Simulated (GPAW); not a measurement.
# Fe1 on MgO3 001: moments or none

Wanted: the moments of Fe1 on MgO3 001 and the energy gained by spin polarisation.

Program: GPAW 26.7.0. Level of theory: PBE; plane waves with GPAW's PAW setups, scalar-relativistic. Results are calculated unless marked as measured.

## (1) Starting point

The cell holds 7 atoms: 3 Mg, 3 O and 1 Fe. Cell: a = 2.978 Å, b = 2.978 Å, c = 18.362 Å, α = 90.0°, β = 90.0°, γ = 90.0°. ideal sites on the substrate's mesh, layer spacings from atomic volumes, unrelaxed, 12 A of vacuum. Vacuum lies along c.

Coordinates:

```cif
data_structure
_symmetry_space_group_name_H-M 'P 1'
_symmetry_Int_Tables_number 1
_cell_length_a 2.9783
_cell_length_b 2.9783
_cell_length_c 18.3620
_cell_angle_alpha 90.000
_cell_angle_beta 90.000
_cell_angle_gamma 90.000
_cell_volume 162.88
loop_
_atom_site_label
_atom_site_type_symbol
_atom_site_fract_x
_atom_site_fract_y
_atom_site_fract_z
_atom_site_occupancy
Mg1 Mg 0.00000 0.00000 0.32676 1
O2 O 0.50000 0.50000 0.32676 1
Mg3 Mg 0.50000 0.50000 0.44145 1
O4 O 0.00000 0.00000 0.44145 1
Mg5 Mg 0.00000 0.00000 0.55615 1
O6 O 0.50000 0.50000 0.55615 1
Fe7 Fe 0.50000 0.50000 0.67324 1
```

## (2) Run 1 (ferro +)

Parallel moments need no larger cell; this start tests for a ferromagnetic state only.

Input file order1.py:

```python
import json
import numpy as np
from ase import Atoms
from ase.parallel import paropen, parprint
from gpaw import GPAW

atoms = Atoms(['Mg', 'O', 'Mg', 'O', 'Mg', 'O', 'Fe'],
    cell=[[2.978334, 0.0, 0.0],
         [0.0, 2.978334, 0.0],
         [0.0, 0.0, 18.362]],
    scaled_positions=[[0.0, 0.0, 0.326762],
         [0.5, 0.5, 0.326762],
         [0.5, 0.5, 0.441455],
         [0.0, 0.0, 0.441455],
         [0.0, 0.0, 0.556149],
         [0.5, 0.5, 0.556149],
         [0.5, 0.5, 0.673238]],
    pbc=True,
    magmoms=[0.0, 0.0, 0.0, 0.0, 0.0, 0.0, 2.6])
atoms.calc = GPAW(mode={'name': 'pw', 'ecut': 600},
    xc='PBE',
    kpts={'size': (16, 16, 1), 'gamma': True},
    occupations={'name': 'fermi-dirac', 'width': 0.05},
    convergence={'density': 1e-05, 'energy': 1e-05},
    maxiter=250,
    mixer={'name': 'pulay', 'beta': 0.03, 'nmaxold': 8, 'weight': 100},
    symmetry={'tolerance': 1e-4},
    txt='order1.txt')
e = atoms.get_potential_energy(force_consistent=True)
res = {'free_energy': e, 'energy_sigma0': atoms.get_potential_energy(), 'fermi_energy': atoms.calc.get_fermi_level()}
res['moments'] = atoms.get_magnetic_moments().tolist()
res['total'] = atoms.get_magnetic_moment()
parprint('site moments (muB):', np.round(res['moments'], 3))
parprint(f"total moment: {res['total']:.3f} muB")
parprint(f'free energy: {e:.6f} eV')
atoms.calc.write('order1.gpw')
with paropen('results.json', 'w') as f:
    json.dump(res, f)
```

Command:

```console
$ OMP_NUM_THREADS=1 mpirun -n 8 gpaw python order1.py > order1.log
```

The log of the run:

```text
site moments (muB): [ 0.000e+00  0.000e+00  2.000e-03  1.000e-03 -1.200e-02  3.300e-02
  3.088e+00]
total moment: 3.290 muB
free energy: -42.197550 eV

--- order1.txt ---
Input parameters:
  mode=PW(ecut=600),
  convergence={'density': 1e-05, 'energy': 1e-05},
  kpts=MonkhorstPack(size=(16, 16, 1), gamma=True),
  maxiter=250,
  mixer=Pulay(name='pulay', nmaxold=8, beta=0.03, weight=100, sigma=0.015, g_ss=None),
  occupations=Occupations(name='fermi-dirac', width=0.05),
  symmetry=Symmetry(tolerance=0.0001),
  xc=XC(name='PBE')

Diagonalizing LCAO Hamiltonian
Converting LCAO to pw mode
   .------.
  /|      |
 * |      |
 | |      |
 | |      |
 | |      |
 | |      |
 | |      |
 | |      |
 | | Fe   |
 | |      |
 | | O    |
 Mg|      |
 | |      |
 | | Mg   |
 O |      |
 | | O    |
 Mg|      |
 | |      |
 | |      |
 | |      |
 | |      |
 | |      |
 | .------.
 |/      /
 *------*

Atoms  # Å, Bohr magnetons
|   | symbol |        x |        y |         z |    initial magnetic moments |
|---|--------|----------|----------|-----------|-----------------------------|
| 0 |     Mg | 0.000000 | 0.000000 |  6.000004 | ( 0.0000,  0.0000,  0.0000) |
| 1 |      O | 1.489167 | 1.489167 |  6.000004 | ( 0.0000,  0.0000,  0.0000) |
| 2 |     Mg | 1.489167 | 1.489167 |  8.105997 | ( 0.0000,  0.0000,  0.0000) |
| 3 |      O | 0.000000 | 0.000000 |  8.105997 | ( 0.0000,  0.0000,  0.0000) |
| 4 |     Mg | 0.000000 | 0.000000 | 10.212008 | ( 0.0000,  0.0000,  0.0000) |
| 5 |      O | 1.489167 | 1.489167 | 10.212008 | ( 0.0000,  0.0000,  0.0000) |
| 6 |     Fe | 1.489167 | 1.489167 | 12.361996 | ( 0.0000,  0.0000,  2.6000) |

Unit cell  # Å
| periodic |        x |        y |         z |   lengths |    angles |
|----------|----------|----------|-----------|-----------|-----------|
|      yes | 2.978334 | 0.000000 |  0.000000 |  2.978334 | 90.000000 |
|      yes | 0.000000 | 2.978334 |  0.000000 |  2.978334 | 90.000000 |
|      yes | 0.000000 | 0.000000 | 18.362000 | 18.362000 | 90.000000 |

Number of symmetries: 8

BZ-sampling:
  Number of BZ points: 256
  Number of IBZ points: 45

  Monkhorst-Pack size: [16, 16, 1]
  Monkhorst-Pack shift: [0.03125, 0.03125, 0.0]

K-points  # in reciprocal-cell coordinates
|     |                                coordinates |     weight |
|-----|--------------------------------------------|------------|
|   0 | (  0.00000000,   0.00000000,   0.00000000) | 0.00390625 |
|   1 | (  0.06250000,   0.00000000,   0.00000000) | 0.01562500 |
|   2 | (  0.06250000,   0.06250000,   0.00000000) | 0.01562500 |
|   3 | (  0.12500000,   0.00000000,   0.00000000) | 0.01562500 |
|   4 | (  0.12500000,   0.06250000,   0.00000000) | 0.03125000 |
|   5 | (  0.12500000,   0.12500000,   0.00000000) | 0.01562500 |
|   6 | (  0.18750000,   0.00000000,   0.00000000) | 0.01562500 |
|   7 | (  0.18750000,   0.06250000,   0.00000000) | 0.03125000 |
|   8 | (  0.18750000,   0.12500000,   0.00000000) | 0.03125000 |
|   9 | (  0.18750000,   0.18750000,   0.00000000) | 0.01562500 |
| ... |                                            |            |
|  44 | (  0.50000000,   0.50000000,   0.00000000) | 0.00390625 |

Plane wave coefficients: 5496
Cutoff: 600.0 eV

Spin-components: 2 (collinear spins)
Bands:           40
Projectors:      36
Spin-degeneracy: 1
Datatype:        complex128

Parallelization:
  kpt:    8
  domain: 1
  band:   1

Density:
  Valence electrons: 56.0
  Components: 2
  Grid points: [ 18  18 105]
  Charge: 0.0  # |e|

Potential:
  Grid points: [ 18  18 105]

species:
  Mg:
    name:    Magnesium
    Z:       12.0
    valence: 10
    core:    2
    charge:  0.0  # [|e|]
    compensation charges:
      type: gauss
      rc: 0.33  # [Å]
      lmax: 2
    cutoffs:
      filter: 1.86  # [Å]
      core: 0.54  # [Å]
    projectors
    | kind |    occ | energy [eV] | rcut [Å] |
    |------|--------|-------------|----------|
    |   2s |  2.000 |     -79.840 |    1.090 |
    |   3s |  2.000 |      -4.705 |    1.090 |
    |   2p |  6.000 |     -46.613 |    1.085 |
    |   3p |  0.000 |      -1.330 |    1.085 |
    |    d |        |       0.000 |    1.037 |

    Using partial waves for Mg as LCAO basis

  O:
    name:    Oxygen
    Z:       8.0
    valence: 6
    core:    2
    charge:  0.0  # [|e|]
    compensation charges:
      type: gauss
      rc: 0.21  # [Å]
      lmax: 2
    cutoffs:
      filter: 1.17  # [Å]
      core: 0.83  # [Å]
    projectors
    | kind |    occ | energy [eV] | rcut [Å] |
    |------|--------|-------------|----------|
    |   2s |  2.000 |     -23.961 |    0.688 |
    |   2p |  4.000 |      -9.029 |    0.598 |
    |    s |        |       3.251 |    0.688 |
    |    p |        |      18.182 |    0.598 |
    |    d |        |       0.000 |    0.619 |

    Using partial waves for O as LCAO basis

  Fe:
    name:    Iron
    Z:       26.0
    valence: 8
    core:    18
    charge:  0.0  # [|e|]
    compensation charges:
      type: gauss
      rc: 0.33  # [Å]
      lmax: 2
    cutoffs:
      filter: 2.06  # [Å]
      core: 2.67  # [Å]
    projectors
    | kind |    occ | energy [eV] | rcut [Å] |
    |------|--------|-------------|----------|
    |   4s |  2.000 |      -5.291 |    1.164 |
    |   4p |  0.000 |      -1.326 |    1.058 |
    |   3d |  6.000 |      -7.505 |    1.058 |
    |    s |        |      21.920 |    1.164 |
    |    p |        |      25.885 |    1.058 |
    |    d |        |      19.706 |    1.058 |

    Using partial waves for Fe as LCAO basis

Reference energy: -57090.946169  # eV

eigensolver:
  PPCG
  Converge bands: occupied
  niter=2

density mixing:
  Pulay-Mixer
  Linear mixing parameters: 0.03
  Old densities: 8
  Fourier metric: weight=100, sigma=0.015

occupation numbers:
  Fermi-Dirac:
    width: 0.0500  # eV

poisson solver:
  ecut: 4800.0  # eV

xc functional:
  name: PBE with 2 nearest neighbor stencil

convergence criteria:
- Maximum integral of absolute [dens]ity change: 1e-05 electrons / valence electron
- Maximum [total energy] change in last 3 cyles: 1e-05 eV / valence electron
- Maximum integral of absolute [eigenst]ate change: 4e-08 eV^2 / valence electron
maximum number of iterations: 250

SCF iterations
|iter     |      energy | eigst |  dens |  magmom |
|---------|-------------|-------|-------|---------|
|iter:   1|       0s |  -46.733710 | +0.36 |       |  +2.6047|
|iter:   2|      11s |  -45.909101 | -1.22 | -0.91 |  +2.6156|
|iter:   3|      22s |  -42.288305 | -0.53 | -0.95 |  +2.7111|
|iter:   4|      32s |  -42.151412 | -1.54 | -1.23 |  +2.7479|
|iter:   5|      42s |  -42.139477 | -1.70 | -1.26 |  +2.9202|
|iter:   6|      53s |  -42.127381 | -3.08 | -1.42 |  +2.9195|
|iter:   7|      63s |  -42.164509 | -2.99 | -1.43 |  +2.9656|
|iter:   8|      73s |  -42.195520 | -1.51 | -1.47 |  +3.2005|
|iter:   9|      85s |  -42.185441 | -2.65 | -1.86 |  +3.2069|
|iter:  10|      95s |  -42.178750 | -2.71 | -1.90 |  +3.2732|
[... 19 iterations left out ...]
|iter:  30|     293s |  -42.182879c| -7.74c| -4.25 |  +3.2923|
|iter:  31|     298s |  -42.182881c| -7.63c| -4.28 |  +3.2919|
|iter:  32|     303s |  -42.182881c| -7.96c| -4.37 |  +3.2919|
|iter:  33|     309s |  -42.182882c| -7.64c| -4.38 |  +3.2914|
|iter:  34|     315s |  -42.182882c| -7.76c| -4.53 |  +3.2914|
|iter:  35|     320s |  -42.182882c| -8.41c| -4.54 |  +3.2913|
|iter:  36|     325s |  -42.182883c| -8.06c| -4.55 |  +3.2910|
|iter:  37|     330s |  -42.182884c| -8.18c| -4.67 |  +3.2908|
|iter:  38|     335s |  -42.182887c| -7.60c| -4.76 |  +3.2903|
|iter:  39|     341s |  -42.182887c| -8.13c| -5.01c|  +3.2903|

Converged in 39 steps
Energy contributions relative to reference atoms: (reference = -57090.946169)

Energy contributions:
  Kinetic:          37.595928
  Coulomb:         -31.259343
  Zero:              0.320183
  External:          0.000000
  Xc:              -48.824991
  Entropy:          -0.029327
  Spinorbit:         0.000000
  ----------------------------
  Free energy:     -42.197550
  Extrapolated:    -42.182887

dipole moment: (-16.894668, -16.894668, -0.240435)  # |e|*Ang

Total magnetic moment: (0.000000, 0.000000, 3.290279)

Local magnetic moments
|        x |        y |         z |
|----------|----------|-----------|
| 0.000000 | 0.000000 |  0.000013 |  # Mg   0
| 0.000000 | 0.000000 |  0.000072 |  # O    1
| 0.000000 | 0.000000 |  0.002189 |  # Mg   2
| 0.000000 | 0.000000 |  0.001424 |  # O    3
| 0.000000 | 0.000000 | -0.011799 |  # Mg   4
| 0.000000 | 0.000000 |  0.033110 |  # O    5
| 0.000000 | 0.000000 |  3.088426 |  # Fe   6

Fermi level: 1.853
Eigenvalues  # (at kpt = [0.000, 0.000, 0.000])
| band index |      eig [eV] | occ [0-1] |      eig [eV] | occ [0-1] |
|------------|---------------|-----------|---------------|-----------|
|          0 |       -74.180 |     1.000 |       -74.180 |     1.000 |
|        ... |               |           |               |           |
|         20 |        -2.194 |     1.000 |        -1.996 |     1.000 |
|         21 |        -2.071 |     1.000 |        -1.996 |     1.000 |
|         22 |        -2.071 |     1.000 |        -1.451 |     1.000 |
|         23 |        -1.472 |     1.000 |        -1.451 |     1.000 |
|         24 |        -1.472 |     1.000 |        -1.393 |     1.000 |
|         25 |        -1.090 |     1.000 |         0.950 |     1.000 |
|         26 |        -0.495 |     1.000 |         2.241 |     0.000 |
|         27 |        -0.495 |     1.000 |         2.361 |     0.000 |
|         28 |        -0.229 |     1.000 |         2.598 |     0.000 |
|         29 |        -0.119 |     1.000 |         2.598 |     0.000 |
|         30 |         2.329 |     0.000 |         3.280 |     0.000 |
|         31 |         3.199 |     0.000 |         3.617 |     0.000 |
|         32 |         4.795 |     0.000 |         4.862 |     0.000 |
|         33 |         5.189 |     0.000 |         5.454 |     0.000 |
|         34 |         6.696 |     0.000 |         6.781 |     0.000 |
|         35 |         7.166 |     0.000 |         7.347 |     0.000 |
|        ... |               |           |               |           |
|         39 |        12.506 |     0.000 |        12.619 |     0.000 |

No gap
No difference between direct/indirect transitions
```

The job ended after 6.1 min (8 MPI ranks of Intel Xeon at 2.50GHz (Skylake/Cascade Lake), shared host; peak memory 2.3 GiB; 48 min of CPU time).

Spin moment in the augmentation sphere by atom:

```
atom  spin moment in the augmentation sphere (μB)
 Mg1                                         0.00
  O2                                         0.00
 Mg3                                         0.00
  O4                                         0.00
 Mg5                                        -0.01
  O6                                         0.03
 Fe7                                         3.09
```

Numbers from this step:

```
magnetization : 3.290 μB
final state   : ferromagnetic
```

After 39 cycles the largest moment stands at 3.09 μB.

## (3) Order 2, typed as no spin polarisation

This run holds no moments, which gives a state to set the others against.

nospin.py is the script of step 2 with these lines changed:

```diff
@@ -17,4 +17,3 @@
          [0.5, 0.5, 0.673238]],
-    pbc=True,
-    magmoms=[0.0, 0.0, 0.0, 0.0, 0.0, 0.0, 2.6])
+    pbc=True)
 atoms.calc = GPAW(mode={'name': 'pw', 'ecut': 600},
@@ -27,11 +26,7 @@
     symmetry={'tolerance': 1e-4},
-    txt='order1.txt')
+    txt='nospin.txt')
 e = atoms.get_potential_energy(force_consistent=True)
 res = {'free_energy': e, 'energy_sigma0': atoms.get_potential_energy(), 'fermi_energy': atoms.calc.get_fermi_level()}
-res['moments'] = atoms.get_magnetic_moments().tolist()
-res['total'] = atoms.get_magnetic_moment()
-parprint('site moments (muB):', np.round(res['moments'], 3))
-parprint(f"total moment: {res['total']:.3f} muB")
 parprint(f'free energy: {e:.6f} eV')
-atoms.calc.write('order1.gpw')
+atoms.calc.write('nospin.gpw')
 with paropen('results.json', 'w') as f:
```

Command:

```console
$ OMP_NUM_THREADS=1 mpirun -n 8 gpaw python nospin.py > nospin.log
```

The log of the run:

```text
free energy: -40.759874 eV

--- nospin.txt ---
Input parameters:
  mode=PW(ecut=600),
  convergence={'density': 1e-05, 'energy': 1e-05},
  kpts=MonkhorstPack(size=(16, 16, 1), gamma=True),
  maxiter=250,
  mixer=Pulay(name='pulay', nmaxold=8, beta=0.03, weight=100, sigma=0.015, g_ss=None),
  occupations=Occupations(name='fermi-dirac', width=0.05),
  symmetry=Symmetry(tolerance=0.0001),
  xc=XC(name='PBE')

Diagonalizing LCAO Hamiltonian
Converting LCAO to pw mode
   .------.
  /|      |
 * |      |
 | |      |
 | |      |
 | |      |
 | |      |
 | |      |
 | |      |
 | | Fe   |
 | |      |
 | | O    |
 Mg|      |
 | |      |
 | | Mg   |
 O |      |
 | | O    |
 Mg|      |
 | |      |
 | |      |
 | |      |
 | |      |
 | |      |
 | .------.
 |/      /
 *------*

Atoms  # Å, Bohr magnetons
|   | symbol |        x |        y |         z |    initial magnetic moments |
|---|--------|----------|----------|-----------|-----------------------------|
| 0 |     Mg | 0.000000 | 0.000000 |  6.000004 | ( 0.0000,  0.0000,  0.0000) |
| 1 |      O | 1.489167 | 1.489167 |  6.000004 | ( 0.0000,  0.0000,  0.0000) |
| 2 |     Mg | 1.489167 | 1.489167 |  8.105997 | ( 0.0000,  0.0000,  0.0000) |
| 3 |      O | 0.000000 | 0.000000 |  8.105997 | ( 0.0000,  0.0000,  0.0000) |
| 4 |     Mg | 0.000000 | 0.000000 | 10.212008 | ( 0.0000,  0.0000,  0.0000) |
| 5 |      O | 1.489167 | 1.489167 | 10.212008 | ( 0.0000,  0.0000,  0.0000) |
| 6 |     Fe | 1.489167 | 1.489167 | 12.361996 | ( 0.0000,  0.0000,  0.0000) |

Unit cell  # Å
| periodic |        x |        y |         z |   lengths |    angles |
|----------|----------|----------|-----------|-----------|-----------|
|      yes | 2.978334 | 0.000000 |  0.000000 |  2.978334 | 90.000000 |
|      yes | 0.000000 | 2.978334 |  0.000000 |  2.978334 | 90.000000 |
|      yes | 0.000000 | 0.000000 | 18.362000 | 18.362000 | 90.000000 |

Number of symmetries: 8

BZ-sampling:
  Number of BZ points: 256
  Number of IBZ points: 45

  Monkhorst-Pack size: [16, 16, 1]
  Monkhorst-Pack shift: [0.03125, 0.03125, 0.0]

Plane wave coefficients: 5496
Cutoff: 600.0 eV

Spin-components: 1 (collinear spins)
Bands:           38
Projectors:      36
Spin-degeneracy: 2
Datatype:        complex128

Parallelization:
  kpt:    8
  domain: 1
  band:   1

Density:
  Valence electrons: 56.0
  Components: 1
  Grid points: [ 18  18 105]
  Charge: 0.0  # |e|

Potential:
  Grid points: [ 18  18 105]

[... setups left out ...]
Reference energy: -57090.946169  # eV

eigensolver:
  PPCG
  Converge bands: occupied
  niter=2

density mixing:
  Pulay-Mixer
  Linear mixing parameters: 0.03
  Old densities: 8
  Fourier metric: weight=100, sigma=0.015

occupation numbers:
  Fermi-Dirac:
    width: 0.0500  # eV

poisson solver:
  ecut: 4800.0  # eV

xc functional:
  name: PBE with 2 nearest neighbor stencil

convergence criteria:
- Maximum integral of absolute [dens]ity change: 1e-05 electrons / valence electron
- Maximum [total energy] change in last 3 cyles: 1e-05 eV / valence electron
- Maximum integral of absolute [eigenst]ate change: 4e-08 eV^2 / valence electron
maximum number of iterations: 250

SCF iterations
|iter     |      energy | eigst |  dens |
|---------|-------------|-------|-------|
|iter:   1|       0s |  -45.666836 | +0.38 |       |
|iter:   2|       5s |  -44.776085 | -1.22 | -0.93 |
|iter:   3|      10s |  -41.221836 | -0.44 | -0.98 |
|iter:   4|      14s |  -41.055071 | -1.77 | -1.27 |
|iter:   5|      19s |  -40.750235 | -1.32 | -1.31 |
|iter:   6|      24s |  -40.743642 | -2.83 | -1.49 |
|iter:   7|      30s |  -40.732836 | -1.92 | -1.50 |
|iter:   8|      35s |  -40.779656 | -1.93 | -1.77 |
|iter:   9|      40s |  -40.726241 | -2.10 | -1.89 |
|iter:  10|      45s |  -40.728781 | -3.49 | -2.38 |
|iter:  11|      51s |  -40.726345 | -3.40 | -2.48 |
|iter:  12|      56s |  -40.726275 | -4.80 | -2.88 |
|iter:  13|      62s |  -40.726347c| -5.03 | -2.91 |
|iter:  14|      67s |  -40.726316c| -5.39 | -3.20 |
|iter:  15|      73s |  -40.726312c| -5.62 | -3.26 |
|iter:  16|      78s |  -40.726365c| -5.86 | -3.34 |
|iter:  17|      83s |  -40.726373c| -6.35 | -3.73 |
|iter:  18|      89s |  -40.726371c| -6.98 | -3.78 |
|iter:  19|      94s |  -40.726375c| -6.15 | -3.82 |
|iter:  20|      99s |  -40.726376c| -7.30 | -4.23 |
|iter:  21|     101s |  -40.726377c| -8.03c| -4.27 |
|iter:  22|     106s |  -40.726377c| -7.59c| -4.30 |
|iter:  23|     109s |  -40.726378c| -8.62c| -4.52 |
|iter:  24|     112s |  -40.726378c| -8.14c| -4.52 |
|iter:  25|     117s |  -40.726379c| -7.75c| -4.54 |
|iter:  26|     120s |  -40.726379c| -8.32c| -4.85 |
|iter:  27|     122s |  -40.726380c| -8.57c| -4.91 |
|iter:  28|     125s |  -40.726380c| -8.52c| -4.93 |
|iter:  29|     128s |  -40.726380c| -8.55c| -5.00c|

Converged in 29 steps
Energy contributions relative to reference atoms: (reference = -57090.946169)

Energy contributions:
  Kinetic:          30.345109
  Coulomb:         -24.946418
  Zero:              0.326385
  External:          0.000000
  Xc:              -46.417962
  Entropy:          -0.066988
  Spinorbit:         0.000000
  ----------------------------
  Free energy:     -40.759874
  Extrapolated:    -40.726380

dipole moment: (-16.894678, -16.894678, -0.264350)  # |e|*Ang

Fermi level: 1.764
Eigenvalues  # (at kpt = [0.000, 0.000, 0.000])
| band index |      eig [eV] | occ [0-2] |
|------------|---------------|-----------|
|          0 |       -74.339 |     2.000 |
|        ... |               |           |
|         21 |        -2.160 |     2.000 |
|         22 |        -1.618 |     2.000 |
|         23 |        -1.618 |     2.000 |
|         24 |        -1.406 |     2.000 |
|         25 |         0.581 |     2.000 |
|         26 |         1.504 |     1.989 |
|         27 |         1.741 |     1.227 |
|         28 |         1.741 |     1.227 |
|         29 |         2.103 |     0.002 |
|         30 |         2.230 |     0.000 |
|         31 |         3.449 |     0.000 |
|         32 |         4.736 |     0.000 |
|         33 |         5.233 |     0.000 |
|         34 |         6.654 |     0.000 |
|         35 |         7.185 |     0.000 |
|         36 |         8.846 |     0.000 |
|         37 |         9.500 |     0.000 |

No gap
No difference between direct/indirect transitions
```

Wall time 2.4 min (8 MPI ranks); peak memory 1.9 GiB.

Read from the output:

```
final state : non-magnetic (no spin polarisation)
```

It lies 1438 meV a seeded atom over the first start.

## (4) Ranking

These are free energies at a smearing of 0.05 eV, so its entropy term is in the differences. They are divided by the number of seeded atoms, so that cells of unlike size compare.

Orders:

```
               start    final state  typed order kept  energy over the lowest (meV a seeded atom)  largest site moment (μB)  net moment (μB a primitive cell)  mesh matched  CPU time (s)
             ferro +  ferromagnetic               yes                                           0                     3.088                              3.29           yes          2890
no spin polarisation   non-magnetic                 -                                        1438                         0                                 0           yes          1137
```

## (5) What came out

* lower run: with moments
* largest site moment: 3.09 μB
* energy gained by spin polarisation: 1438 meV a seeded atom

The crystal holds moments, up to 3.09 μB, and gains 1438 meV a seeded atom by them. No antiferromagnetic order was tried, so the session says nothing on how the moments order.

[Logs and program files are shortened in this print: banners, set-up blocks, solver, clock and traceback lines can be left out without a mark of their own.]

[Logs are printed without paths, hosts, clocks, repeated set-up lines and the standing remarks that a program may print on its own settings, such as how far it seeks lower states.]

[Hosts, paths, dates, database ids (printed as entryN), source tags and the programs' standing remarks are cut or masked in the printed files.]

[Where a cell is said to come from a database of computed structures, the database is the Materials Project.]
